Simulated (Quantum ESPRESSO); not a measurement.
The system is AlRu.

```
Ru Al
1.0
     2.99160    0.00000    0.00000
     0.00000    2.99160    0.00000
     0.00000    0.00000    2.99160
Ru Al
1 1
Direct
  0.50000 0.50000 0.50000
  0.00000 0.00000 0.00000
```

| Property | Result |
| --- | --- |
| Program | Quantum ESPRESSO 7.5 |
| Task | phonons |
| Functional | PBE |
| Potentials or basis | GBRV 1.5 PBE |
| Cutoff | 612 eV |
| Density cutoff | 4898 eV |
| k mesh | 9 × 9 × 9 |
| Occupations | cold, width 0.2 eV |
| Spin | no spin polarisation |
| Mixing beta | 0.5 |
| Most SCF iterations | 120 |
| SCF threshold | 4e-10 Ry |

The cell and the atoms were relaxed first, to 13.54 Å³/atom (a = 3.003 Å, b = 3.003 Å, c = 3.003 Å, α = 90.00°, β = 90.00°, γ = 90.00°), and the response was taken there.

Task: Where do the zone-centre optical modes lie?

Result: T1u at 309 cm⁻¹ (IR).

Optical modes at Γ, degenerate ones joined:
```csv
cm⁻¹,components,symmetry,active in
309,3,T1u,IR
```

Caveat: the mesh is thin for the phonons of a metal.
